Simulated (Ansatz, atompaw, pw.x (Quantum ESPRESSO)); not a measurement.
**From atom to crystal: PAW (atompaw) potential for germanium (Ge)**

```
Element                 : germanium (Ge)
Generator               : atompaw 4.2.0.5
Type                    : PAW
Functional              : PBE
Relativity              : scalar-relativistic
Frozen core             : [Ar] 3d10
Valence charge          : 4
Reference configuration : 4s2 4p2
Partial waves           : 4s (bound): rc 2.35 bohr; 4s channel at 0.5 Ry: rc 1.55 bohr; 4p (bound): rc 2.35 bohr; 4p channel at 0.1 Ry: rc 2.35 bohr; 4d channel at 0.2 Ry: rc 2.35 bohr
Local potential         : troulliermartins scheme with l = 3 at 0 Ry, radius 1.90 bohr
Core correction         : smooth core density matched at 1.65 bohr
Augmentation charge     : sinc compensation charge, radius 2.25 bohr; PAW radius 2.35 bohr; waves and projectors: custom rrkj gramschmidtortho
```

Atomic tests: cutoffs needed: 8 Ry and 12 Ry (the cutoffs (Ry, on a coarse ladder) from which the occupation-weighted sum of valence levels, in a spherical-Bessel basis at the reference potential, stays within 10 and 1 mRy of its value at 400 Ry); ghost test: no extra level below or beside the all-electron valence levels (s, p, d, f tested) (spherical-Bessel basis up to 400 Ry, 20 bohr box); lowest eigenvalue of the overlap operator: 0.27 (s channel).

Crystal test: fcc Ge in pw.x 7.5, no spin, 13³ k-points, Fermi–Dirac smearing 0.01 Ry, cutoffs 40/400 Ry. The reference is all-electron LAPW (Ansatz 0.2.0) with the same functional, mesh and smearing; V0 and B0 come from Birch–Murnaghan fits to the pressures at five volumes. Errors are pseudo minus all-electron; Δ is the rms difference of the E(V) curves that follow from these fits, minima aligned, over ±6 % about the mean V0. Mesh and smearing are coarse, so the numbers serve the comparison and aren't converged zero-temperature values; the lattice is a test structure that the element need not adopt.

```
V (Å³/atom)  P all-electron (GPa)  P pseudo (GPa)
     18.596                  3.50            2.84
     19.086                  1.64            1.02
     19.575                  0.01           -0.57
     20.064                 -1.41           -1.96
     20.554                 -2.66           -3.17
```

All-electron: a0 = 4.278 Å (V0 = 19.58 Å³/atom), B0 = 60.8 GPa.

Pseudopotential: mean pressure error (GPa): -0.58; a0 (Å): 4.265; a0 error (%): -0.32; B0 error (%): +1.8; Δ (meV/atom): 2.5.

At the middle volume, how do free energy and pressure move when the wave cutoff is lowered (ecutrho held at 400 Ry)?

```json
{"cutoff (Ry)": "18", "shift of F (meV/atom)": "+2.3", "shift of P (GPa)": "+0.00"}
{"cutoff (Ry)": "24", "shift of F (meV/atom)": "+1.1", "shift of P (GPa)": "-0.02"}
{"cutoff (Ry)": "32", "shift of F (meV/atom)": "+0.3", "shift of P (GPa)": "+0.00"}
```

Input at the middle volume:

```
&control
  calculation='scf', prefix='x', pseudo_dir='./', outdir='./tmp', tstress=.true., disk_io='low'
/
&system
  ibrav=0, nat=1, ntyp=1, ecutwfc=40, ecutrho=400, nbnd=9,
  occupations='smearing', smearing='fd', degauss=0.01
/
&electrons
  conv_thr=1e-09, mixing_beta=0.4, electron_maxstep=70
/
ATOMIC_SPECIES
Ge 1.0 Ge.UPF
CELL_PARAMETERS angstrom
  0.00000000 2.13906472 2.13906472
  2.13906472 0.00000000 2.13906472
  2.13906472 2.13906472 0.00000000
ATOMIC_POSITIONS crystal
Ge 0.0000 0.0000 0.0000
K_POINTS automatic
13 13 13 0 0 0
```

```bash
pw.x < Ge.scf.in > Ge.scf.out
```

Lines of the output:

```
Message from routine setup:
     using ibrav=0 with symmetry is DISCOURAGED, use correct ibrav instead
     lattice parameter (alat)  =       5.7166  a.u.
     unit-cell volume          =     132.0986 (a.u.)^3
     number of electrons       =         4.00
     number of Kohn-Sham states=            9
     kinetic-energy cutoff     =      40.0000  Ry
     charge density cutoff     =     400.0000  Ry
     scf convergence threshold =      1.0E-09
     Exchange-correlation= SLA PW PBX PBC
     number of k points=    84  Fermi-Dirac smearing, width (Ry)=  0.0100
     iteration #  1     ecut=    40.00 Ry     beta= 0.40
     total energy              =    -164.17139067 Ry
     estimated scf accuracy    <       0.00296991 Ry
     iteration #  2     ecut=    40.00 Ry     beta= 0.40
     total energy              =    -164.14410088 Ry
     estimated scf accuracy    <       0.00157846 Ry
     iteration #  3     ecut=    40.00 Ry     beta= 0.40
     total energy              =    -164.09337658 Ry
     estimated scf accuracy    <       0.00165065 Ry
     iteration #  4     ecut=    40.00 Ry     beta= 0.40
     total energy              =    -164.09730892 Ry
     estimated scf accuracy    <       0.00002959 Ry
     iteration #  5     ecut=    40.00 Ry     beta= 0.40
     total energy              =    -164.09744582 Ry
     estimated scf accuracy    <       0.00000103 Ry
     iteration #  6     ecut=    40.00 Ry     beta= 0.40
     total energy              =    -164.09732519 Ry
     estimated scf accuracy    <       0.00001980 Ry
     iteration #  7     ecut=    40.00 Ry     beta= 0.40
     total energy              =    -164.09733074 Ry
     estimated scf accuracy    <       0.00000032 Ry
     iteration #  8     ecut=    40.00 Ry     beta= 0.40
     total energy              =    -164.09733034 Ry
     estimated scf accuracy    <       0.00000009 Ry
     iteration #  9     ecut=    40.00 Ry     beta= 0.40
     total energy              =    -164.09733038 Ry
     estimated scf accuracy    <          5.6E-09 Ry
     iteration # 10     ecut=    40.00 Ry     beta= 0.40
     total energy              =    -164.09733038 Ry
     estimated scf accuracy    <          3.5E-09 Ry
     iteration # 11     ecut=    40.00 Ry     beta= 0.40
     the Fermi energy is     7.3945 ev
!    total energy              =    -164.09733038 Ry
     estimated scf accuracy    <          6.2E-10 Ry
     smearing contrib. (-TS)   =      -0.00214127 Ry
     convergence has been achieved in  11 iterations
          total   stress  (Ry/bohr**3)                   (kbar)     P=       -5.73
```

The run at the middle volume (84 k-points, 11 iterations) took about 16 s on one core of a shared host (Intel(R) Xeon(R) Platinum 8259CL CPU @ 2.50GHz, 96 threads, 755 GiB, load 52).
